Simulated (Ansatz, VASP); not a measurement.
**One calculation of AgCl, two programs**

```
CELL_PARAMETERS angstrom
0.05546 2.80088 2.80088
2.80088 0.05546 2.80088
2.80088 2.80088 0.05546
ATOMIC_POSITIONS crystal
Ag 0.50000 0.50000 0.50000
Cl 0.00000 0.00000 0.00000
```

Change from the starting cell: equal xy, yz and zx shear strains of +2 %, crystal datasets.

Alike in both runs: task electric field gradients; functional PBE; k mesh 8 × 8 × 8; occupations fermi-dirac, width 0.02 eV; no spin polarisation.

|  | VASP | Ansatz |
| --- | --- | --- |
| version | VASP 6.6.1 | Ansatz 0.2.0 |
| potentials or method | VASP PAW PBE potentials, release 64 (Ag, Cl), cutoff 520 eV | all-electron PAW with datasets made for the crystal, scalar-relativistic |

```tsv
	VASP	Ansatz	Ansatz less VASP
gap on the k mesh at the Fermi level (eV)	0.88	0.88	+0.004
pressure (GPa)	1.5	1.6	+0.14
largest component of the traceless stress (GPa)	0.11	0.11	-0.001
Vzz of the field gradient on the site that differs most (V/Å²)	-4.3	-4.6	-0.22
```

Ansatz ran all-electron here, so the differences hold the error of VASP's frozen core and of both bases. Ansatz warned: «gradients_without_spin_orbit».

A k mesh can miss the band edges.
